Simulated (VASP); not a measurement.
# TePb (Fm-3m) in VASP: notebook

Runs on TePb. Level: r2SCAN. Tasks: single point.

All numbers are computed with VASP 6.6.1; they aren't measurements. Logs are shortened: lines on timing, memory, paths and dates and some standing lists are left out, and cuts for length are marked.

**The experiment to reproduce.**

A printed reference work, monograph reports, for a bulk crystal of TePb at 4.2 K: band gap 0.19 eV (direct).

The runs below are set against these values where they give the same quantity.

**1. The cell of the first run**

Symmetry: Fm-3m, No. 225, cubic system. Conventional cell: a = 6.462 Å, b = 6.462 Å, c = 6.462 Å, α = 90.00°, β = 90.00°, γ = 90.00°. Te (site symmetry m-3m) has 6 Pb at 3.23 Å within 4.3 Å. Within 4.3 Å of Pb (site symmetry m-3m) lie 6 Te at 3.23 Å.

**2. Single point, r2SCAN**

Input file POSCAR:

```
TePb
1.0
    0.0000000000      3.2310000000      3.2310000000
    3.2310000000      0.0000000000      3.2310000000
    3.2310000000      3.2310000000      0.0000000000
Te Pb
1 1
Direct
    0.5000000000      0.5000000000      0.5000000000
    0.0000000000      0.0000000000      0.0000000000
```

Input file INCAR.step1:

```
PREC = Accurate
ENCUT = 520
ISMEAR = 0
SIGMA = 0.05
LREAL = F
LASPH = T
NELM = 60
NBANDS = 17
GGA = PE
ALGO = Normal
EDIFF = 1E-4
LWAVE = T
LCHARG = F
```

Input file INCAR.step2:

```
PREC = Accurate
ENCUT = 520
EDIFF = 1E-6
ISMEAR = 0
SIGMA = 0.05
LREAL = F
LASPH = T
NELM = 60
ALGO = Normal
ISIF = 2
LWAVE = F
LCHARG = F
METAGGA = R2SCAN
LMIXTAU = T
NBANDS = 17
ISTART = 1
```

Input file KPOINTS:

```
regular mesh
0
Gamma
  8 8 8
```

Potentials or basis: VASP PAW PBE potentials, release 64 (Te, Pb_d).

Started as:

```console
$ cat potpaw_PBE.64/Te/POTCAR potpaw_PBE.64/Pb_d/POTCAR > POTCAR
$ cp INCAR.step1 INCAR
$ mpirun -np 1 vasp_std > vasp.out
$ cp INCAR.step2 INCAR
$ mpirun -np 1 vasp_std > vasp.out
```

OUTCAR:

```text
PREC = Accurate
   ENCUT = 520
   EDIFF = 1E-6
   ISMEAR = 0
   LREAL = F
   LASPH = T
   NELM = 60
   ISIF = 2
   METAGGA = R2SCAN
   ISTART = 1

 ion  position               nearest neighbor table
   1  0.500  0.500  0.500-   2 3.23   2 3.23   2 3.23   2 3.23   2 3.23   2 3.23
   2  0.000  0.000  0.000-   1 3.23   1 3.23   1 3.23   1 3.23   1 3.23   1 3.23

  LATTYP: Found a face centered cubic cell.
 ALAT       =     6.4620000000

  Lattice vectors:

 A1 = (   0.0000000000,   3.2310000000,   3.2310000000)
 A2 = (   3.2310000000,   0.0000000000,   3.2310000000)
 A3 = (   3.2310000000,   3.2310000000,   0.0000000000)

Analysis of symmetry for initial positions (statically):
=====================================================================
 Subroutine PRICEL returns:
 Original cell was already a primitive cell.

 Routine SETGRP: Setting up the symmetry group for a
 face centered cubic supercell.

 Subroutine GETGRP returns: Found 48 space group operations
 (whereof 48 operations were pure point group operations)
 out of a pool of 48 trial point group operations.

The static configuration has the point symmetry O_h .

Analysis of symmetry for dynamics (positions and initial velocities):
=====================================================================
 Subroutine PRICEL returns:
 Original cell was already a primitive cell.

 Routine SETGRP: Setting up the symmetry group for a
 face centered cubic supercell.

 Subroutine GETGRP returns: Found 48 space group operations
 (whereof 48 operations were pure point group operations)
 out of a pool of 48 trial point group operations.

The dynamic configuration has the point symmetry O_h .

 Subroutine INISYM returns: Found 48 space group operations
 (whereof 48 operations are pure point group operations),
 and found     1 'primitive' translations

----------------------------------------------------------------------------------------

                                     Primitive cell

  volume of cell :      67.4592

  direct lattice vectors                    reciprocal lattice vectors
     0.000000000  3.231000000  3.231000000    -0.154750851  0.154750851  0.154750851
     3.231000000  0.000000000  3.231000000     0.154750851 -0.154750851  0.154750851
     3.231000000  3.231000000  0.000000000     0.154750851  0.154750851 -0.154750851

  length of vectors
     4.569324020  4.569324020  4.569324020     0.268036337  0.268036337  0.268036337

  position of ions in fractional coordinates (direct lattice)
     0.500000000  0.500000000  0.500000000
     0.000000000  0.000000000  0.000000000

  ion indices of the primitive-cell ions
   primitive index   ion index
                 1           1
                 2           2

----------------------------------------------------------------------------------------

 KPOINTS: regular mesh

Automatic generation of k-mesh.
 Grid dimensions read from file:
 generate k-points for:    8    8    8

 Generating k-lattice:

  Cartesian coordinates                     Fractional coordinates (reciprocal lattice)
    -0.019343856  0.019343856  0.019343856     0.125000000  0.000000000  0.000000000
     0.019343856 -0.019343856  0.019343856     0.000000000  0.125000000  0.000000000
     0.019343856  0.019343856 -0.019343856     0.000000000  0.000000000  0.125000000

  Length of vectors
     0.033504542  0.033504542  0.033504542

  Shift w.r.t. Gamma in fractional coordinates (k-lattice)
     0.000000000  0.000000000  0.000000000

 Subroutine IBZKPT returns following result:
 ===========================================

 Found     29 irreducible k-points:

 Following reciprocal coordinates:
            Coordinates               Weight
  0.000000  0.000000  0.000000      1.000000
  0.125000  0.000000  0.000000      8.000000
  0.250000  0.000000  0.000000      8.000000
  0.375000  0.000000  0.000000      8.000000
  0.500000  0.000000  0.000000      4.000000
  0.125000  0.125000  0.000000      6.000000
[... 16 lines left out ...]
  0.500000  0.250000  0.125000     48.000000
 -0.375000  0.250000  0.125000     24.000000
 [... further k-points ...]
   k-points           NKPTS =     29   k-points in BZ     NKDIM =     29   number of bands    NBANDS=     17
   number of dos      NEDOS =    301   number of ions     NIONS =      2
   total plane-waves  NPLWV =  46656
   dimension x,y,z NGX =    36 NGY =   36 NGZ =   36
   dimension x,y,z NGXF=    72 NGYF=   72 NGZF=   72
   ions per type =               1   1
   NGX,Y,Z   is equivalent  to a cutoff of  13.10, 13.10, 13.10 a.u.
   NGXF,Y,Z  is equivalent  to a cutoff of  26.20, 26.20, 26.20 a.u.
 SYSTEM =  unknown system
   PREC   = accura    normal or accurate (medium, high low for compatibility)
   ISTART =      1    job   : 0-new  1-cont  2-samecut
   ICHARG =      0    charge: 1-file 2-atom 10-const
   ISPIN  =      1    spin polarized calculation?
   LNONCOLLINEAR =      F non collinear calculations
   LSORBIT =      F    spin-orbit coupling
   LASPH  =      T    aspherical Exc in radial PAW
   ENCUT  =  520.0 eV  38.22 Ry    6.18 a.u.   8.50  8.50  8.50*2*pi/ulx,y,z
   NELM   =     60;   NELMIN=  2; NELMDL=  0     # of ELM steps
   EDIFF  = 0.1E-05   stopping-criterion for ELM
   LREAL  =      F    real-space projection
   EDIFFG = 0.1E-04   stopping-criterion for IOM
   NSW    =      0    number of steps for IOM
   IBRION =     -1    ionic relax: 0-MD 1-quasi-New 2-CG
   NFREE  =      0    steps in history (QN), initial steepest desc. (CG)
   ISIF   =      2    stress and relaxation
   ISYM   =      2    0-nonsym 1-usesym 2-fastsym
   POTIM  = 0.5000    time-step for ionic-motion
   TEBEG  =    0.0;   TEEND  =   0.0 temperature during run
   PSTRESS=    0.0 pullay stress
   NELECT =      20.0000    total number of electrons
   NUPDOWN=      -1.0000    fix difference up-down
   EMIN   =  10.00;   EMAX   =-10.00  energy-range for DOS
   EFERMI =   0.00;   METHOD = LEGACY
   ISMEAR =     0;   SIGMA  =   0.05  broadening in eV -4-tet -1-fermi 0-gaus
   EFERMI_NEDOS =   21; number of points for ismear=-14 and -15
   IALGO  =     38    algorithm
   IMIX   =      4    mixing-type and parameters
     AMIX     =   0.40;   BMIX     =  1.00
     AMIX_MAG =   1.60;   BMIX_MAG =  1.00
  volume/ion in A,a.u.               =      33.73       227.62
  Fermi-wavevector in a.u.,A,eV,Ry     =   1.091619  2.062861 16.213147  1.191633
  Thomas-Fermi vector in A             =   2.227868
   LORBIT       =      0    0 simple, 1 ext, 2 COOP (PROOUT), +10 PAW based schemes
   METAGGA = R2SCAN    functional components
   LHFCALC =     F    Hartree Fock is set to
   AEXX    =    0.0000 exact exchange contribution
   IVDW    =     0    specifies the selected vdW correction
   LEPSILON=     F    determine dielectric tensor
   LRPA    =     F    only Hartree local field effects (RPA)
 non-spin polarized calculation
 Gauss-broadening in eV      SIGMA  =   0.05
  energy-cutoff  :      520.00
  volume of cell :       67.46
 maximum number of plane-waves:      1839
 NGX is ok and might be reduce to    36
   NGX = 17   NGY = 17   NGZ = 17

 number of electron      20.0000003 magnetization

 Free energy of the ion-electron system (eV)
  ---------------------------------------------------
  ext. energy  EPLUGINS =         0.00000000
  ---------------------------------------------------
  free energy    TOTEN  =       -82.69494533 eV

  energy without entropy =      -82.69494533  energy(sigma->0) =      -82.69494533

 E-fermi :   5.7737     XC(G=0):  -9.8162

 val. band max:        5.5191681223   @ k =   0.5000   0.0000   0.0000
 cond. band min:       6.5397800420   @ k =   0.5000   0.0000   0.0000
 fundamental gap:      1.0206119197
 Fermi energy:         5.7737136018

 k-point     1 :       0.0000    0.0000    0.0000
  band No.  band energies     occupation
      1     -11.8615      2.00000
      2     -11.8615      2.00000
      3     -11.8495      2.00000
      4     -11.8495      2.00000
      5     -11.8495      2.00000
      6      -7.0054      2.00000
[... 9 lines left out ...]
     16      11.6931      0.00000
     17      13.3378      0.00000

 k-point     2 :       0.1250    0.0000    0.0000
  band No.  band energies     occupation
      1     -11.8636      2.00000
      2     -11.8636      2.00000
      3     -11.8490      2.00000
      4     -11.8473      2.00000
      5     -11.8473      2.00000
      6      -6.8646      2.00000
[... 9 lines left out ...]
     16      11.9964      0.00000
     17      14.4469      0.00000

 k-point     3 :       0.2500    0.0000    0.0000
  band No.  band energies     occupation
      1     -11.8694      2.00000
      2     -11.8694      2.00000
      3     -11.8482      2.00000
      4     -11.8413      2.00000
      5     -11.8413      2.00000
      6      -6.4591      2.00000
[... 9 lines left out ...]
     16      12.8219      0.00000
     17      16.4311      0.00000

 k-point     4 :       0.3750    0.0000    0.0000
  band No.  band energies     occupation
      1     -11.8756      2.00000
      2     -11.8756      2.00000
      3     -11.8474      2.00000
      4     -11.8349      2.00000
      5     -11.8348      2.00000
      6      -5.8745      2.00000
[... 9 lines left out ...]
     16      14.0812      0.00000
     17      16.7977      0.00000

 k-point     5 :       0.5000    0.0000    0.0000
  band No.  band energies     occupation
      1     -11.8781      2.00000
      2     -11.8781      2.00000
      3     -11.8471      2.00000
      4     -11.8321      2.00000
      5     -11.8321      2.00000
      6      -5.4931      2.00000
[... 9 lines left out ...]
     16      15.2105      0.00000
     17      15.2105      0.00000

 k-point     6 :       0.1250    0.1250    0.0000
  band No.  band energies     occupation
      1     -11.8686      2.00000
      2     -11.8599      2.00000
      3     -11.8509      2.00000
      4     -11.8459      2.00000
      5     -11.8459      2.00000
      6      -6.8177      2.00000
[... 9 lines left out ...]
     16      12.5219      0.00000
     17      13.9593      0.00000

 k-point     7 :       0.2500    0.1250    0.0000
  band No.  band energies     occupation
      1     -11.8767      2.00000
      2     -11.8616      2.00000
      3     -11.8508      2.00000
      4     -11.8418      2.00000
      5     -11.8403      2.00000
      6      -6.5010      2.00000
[... 9 lines left out ...]
     16      13.4000      0.00000
     17      15.0664      0.00000

 k-point     8 :       0.3750    0.1250    0.0000
  band No.  band energies     occupation
      1     -11.8835      2.00000
      2     -11.8678      2.00000
      3     -11.8484      2.00000
      4     -11.8376      2.00000
      5     -11.8338      2.00000
      6      -5.9719      2.00000
[... 9 lines left out ...]
     16      14.6168      0.00000
     17      16.4324      0.00000
[... 203 lines left out ...]
      1     -11.9231      2.00000
      2     -11.8564      2.00000
      3     -11.8538      2.00000
      4     -11.8262      2.00000
      5     -11.8250      2.00000
      6      -5.2752      2.00000
[... 9 lines left out ...]
     16      16.3423      0.00000
     17      16.6633      0.00000

 k-point    20 :      -0.3750    0.3750    0.0000
  band No.  band energies     occupation
      1     -11.9136      2.00000
      2     -11.8610      2.00000
      3     -11.8502      2.00000
      4     -11.8304      2.00000
      5     -11.8269      2.00000
      6      -5.1233      2.00000
[... 9 lines left out ...]
     16      15.0887      0.00000
     17      17.0748      0.00000

 k-point    21 :       0.5000    0.5000    0.0000
  band No.  band energies     occupation
      1     -11.9313      2.00000
      2     -11.8592      2.00000
      3     -11.8501      2.00000
      4     -11.8232      2.00000
      5     -11.8232      2.00000
      6      -5.2209      2.00000
[... 9 lines left out ...]
     16      17.1111      0.00000
     17      17.1849      0.00000

 k-point    22 :       0.3750    0.2500    0.1250
  band No.  band energies     occupation
      1     -11.8862      2.00000
      2     -11.8631      2.00000
      3     -11.8505      2.00000
      4     -11.8371      2.00000
      5     -11.8360      2.00000
      6      -6.1217      2.00000
[... 9 lines left out ...]
     16      14.6964      0.00000
     17      14.9986      0.00000

 k-point    23 :       0.5000    0.2500    0.1250
  band No.  band energies     occupation
      1     -11.8923      2.00000
      2     -11.8681      2.00000
      3     -11.8468      2.00000
      4     -11.8357      2.00000
      5     -11.8316      2.00000
      6      -5.5997      2.00000
[... 9 lines left out ...]
     16      14.9262      0.00000
     17      16.1493      0.00000

 k-point    24 :      -0.3750    0.2500    0.1250
  band No.  band energies     occupation
      1     -11.8942      2.00000
      2     -11.8708      2.00000
      3     -11.8433      2.00000
      4     -11.8376      2.00000
      5     -11.8294      2.00000
      6      -5.2864      2.00000
[... 9 lines left out ...]
     16      15.7945      0.00000
     17      16.2805      0.00000

 [... further k-points ...]

------------------------ aborting loop because EDIFF is reached ----------------------------------------

  FORCE on cell =-STRESS in cart. coord.  units (eV):
  Direction    XX          YY          ZZ          XY          YZ          ZX
  --------------------------------------------------------------------------------------
  -------------------------------------------------------------------------------------
  Total        0.6426579      0.6426579      0.6426579      0.0000000     -0.0000000      0.0000000
  in kB       15.2633397     15.2633397     15.2633397      0.0000000     -0.0000000      0.0000000
  external PRESSURE =      15.2633397 kB  Pullay stress =       0.0000000 kB

 VOLUME and BASIS-vectors are now :
 -----------------------------------------------------------------------------
  energy-cutoff  :      520.00
  volume of cell :       67.46
      direct lattice vectors                 reciprocal lattice vectors
     0.000000000  3.231000000  3.231000000    -0.154750851  0.154750851  0.154750851
     3.231000000  0.000000000  3.231000000     0.154750851 -0.154750851  0.154750851
     3.231000000  3.231000000  0.000000000     0.154750851  0.154750851 -0.154750851

 POSITION                                       TOTAL-FORCE (eV/Angst)
 -----------------------------------------------------------------------------------
      3.23100      3.23100      3.23100        -0.000000      0.000000     -0.000000
      0.00000      0.00000      0.00000         0.000000     -0.000000      0.000000
 -----------------------------------------------------------------------------------
    total drift:                               -0.000000      0.000000      0.000000

  FREE ENERGIE OF THE ION-ELECTRON SYSTEM (eV)
  ---------------------------------------------------
  free  energy   TOTEN  =       -82.6949453303 eV

  energy  without entropy=      -82.6949453303  energy(sigma->0) =      -82.69494533
```

It took 96 s on 1 thread of AMD EPYC 9R45 (Zen 5), shared host; peak memory 0.2 GiB.

Results:

| Quantity | Value |
| --- | --- |
| Free energy | -82.6949 eV |
| Pressure | 1.5 GPa |
| Band gap on the k mesh | 1.02 eV, direct |

Levels at points of the mesh, in eV from the valence-band top:
| k point | band 6 | band 7 | band 8 | band 9 | band 10 | band 11 | band 12 | band 13 | band 14 | band 15 |
| --- | --- | --- | --- | --- | --- | --- | --- | --- | --- | --- |
| (0.00, 0.00, 0.00) | -12.52 | -5.64 | -1.50 | -1.50 | -1.50 | 4.34 | 4.34 | 4.34 | 6.17 | 6.17 |
| (0.50, 0.00, 0.00) | -11.01 | -8.90 | -1.02 | -1.02 | 0.00 | 1.02 | 1.41 | 1.41 | 8.94 | 9.69 |
| (0.50, 0.50, 0.00) | -10.74 | -7.51 | -4.70 | -2.98 | -2.98 | 3.58 | 5.82 | 5.82 | 7.17 | 10.52 |

Caveat: the PAW data sets were made with another functional, which shifts forces and pressure a little; spin-orbit coupling is left out, which moves the levels of the heavy elements.

**3. Single point, r2SCAN**

POSCAR is that of step 2.

Input file INCAR.step1:

```
PREC = Accurate ; ENCUT = 520
ISMEAR = 0 ; SIGMA = 0.05
LREAL = False ; LASPH = True
NELM = 80 ; NBANDS = 17
NELECT = 20.5 ; GGA = PE
ALGO = Normal ; EDIFF = 1E-4
LWAVE = True ; LCHARG = False
```

Input file INCAR.step2:

```
PREC = Accurate ; ENCUT = 520
EDIFF = 1E-7 ; ISMEAR = 0
SIGMA = 0.05 ; LREAL = False
LASPH = True ; NELM = 80
ALGO = Normal ; ISIF = 2
LWAVE = False ; LCHARG = False
METAGGA = R2SCAN ; LMIXTAU = True
NBANDS = 17 ; NELECT = 20.5
ISTART = 1
```

Input file KPOINTS:

```
Automatic mesh
0
Gamma
  8 8 8
```

Potentials or basis: VASP PAW PBE potentials, release 64 (Te, Pb_d).

Started as:

```console
$ cat potpaw_PBE.64/Te/POTCAR potpaw_PBE.64/Pb_d/POTCAR > POTCAR
$ cp INCAR.step1 INCAR
$ mpirun -np 1 vasp_std > vasp.out
$ cp INCAR.step2 INCAR
$ mpirun -np 1 vasp_std > vasp.out
```

Run time: 2.1 min. Hardware: 1 thread of AMD EPYC 9R45 (Zen 5), shared host; peak memory 0.2 GiB.

The run converged. Its results:

```yaml
Free_energy: -79.2020 eV
```

Levels at points of the mesh, in eV from the Fermi level:
```csv
k point,band 7,band 8,band 9,band 10,band 11,band 12,band 13,band 14
"(0.00, 0.00, 0.00)",-7.25,-3.25,-3.25,-3.25,2.64,2.64,2.64,4.38
"(0.50, 0.00, 0.00)",-10.55,-2.78,-2.78,-1.69,-0.76,-0.32,-0.32,7.12
"(0.50, 0.50, 0.00)",-9.11,-6.48,-4.74,-4.74,1.76,4.12,4.12,5.45
```

Caveat: the cell carries a net charge on a neutralising background, which shifts energy and pressure; the cell is charged against a uniform background, so pressure and absolute levels hang on convention; the PAW data sets were made with another functional, which shifts forces and pressure a little; spin-orbit coupling is left out, which moves the levels of the heavy elements.

**4. Single point, r2SCAN**

This run uses another cell than the first one, of 35.75 Å³/atom, 1.060 times its volume.

Input file POSCAR:

```
TePb
1.0
    0.0000000000      3.2943690292      3.2943690292
    3.2943690292      0.0000000000      3.2943690292
    3.2943690292      3.2943690292      0.0000000000
Te Pb
1 1
Direct
    0.5000000000      0.5000000000      0.5000000000
    0.0000000000      0.0000000000      0.0000000000
```

Input file INCAR.step1:

```
ALGO = Normal
EDIFF = 1E-4
ENCUT = 520
GGA = PE
ISMEAR = 0
LASPH = T
LCHARG = F
LREAL = F
LWAVE = T
NBANDS = 17
NELM = 100
PREC = Accurate
SIGMA = 0.05
```

Input file INCAR.step2:

```
ALGO = Normal
EDIFF = 1E-7
ENCUT = 520
ISIF = 2
ISMEAR = 0
ISTART = 1
LASPH = T
LCHARG = T
LELF = T
LMIXTAU = T
LREAL = F
LVHAR = T
LWAVE = F
METAGGA = R2SCAN
NBANDS = 17
NELM = 100
PREC = Accurate
SIGMA = 0.05
```

Input file KPOINTS:

```
k-points
0
Gamma
  8 8 8
```

Started as:

```console
$ cat potpaw_PBE.64/Te/POTCAR potpaw_PBE.64/Pb_d/POTCAR > POTCAR
$ cp INCAR.step1 INCAR
$ mpirun -np 1 vasp_std > vasp.out
$ cp INCAR.step2 INCAR
$ mpirun -np 1 vasp_std > vasp.out
```

Wall time 2 min (1 thread of AMD EPYC 9R45 (Zen 5), shared host); peak memory 0.2 GiB.

The run converged. Its results:

```yaml
Free_energy: -82.7010 eV
Pressure: -1.0 GPa
Band_gap_on_the_k_mesh: 1.14 eV, direct
```

Levels at points of the mesh, in eV from the valence-band top:
| k point | band 8 | band 9 | band 10 | band 11 | band 12 | band 13 |
| --- | --- | --- | --- | --- | --- | --- |
| (0.00, 0.00, 0.00) | -1.25 | -1.25 | -1.25 | 4.29 | 4.29 | 4.29 |
| (0.50, 0.00, 0.00) | -0.81 | -0.81 | 0.00 | 1.14 | 1.57 | 1.57 |
| (0.50, 0.50, 0.00) | -4.21 | -2.61 | -2.61 | 3.85 | 5.62 | 5.62 |

Caveat: the PAW data sets were made with another functional, which shifts forces and pressure a little; spin-orbit coupling is left out, which moves the levels of the heavy elements.

(Part 1 of 2 ends here.)
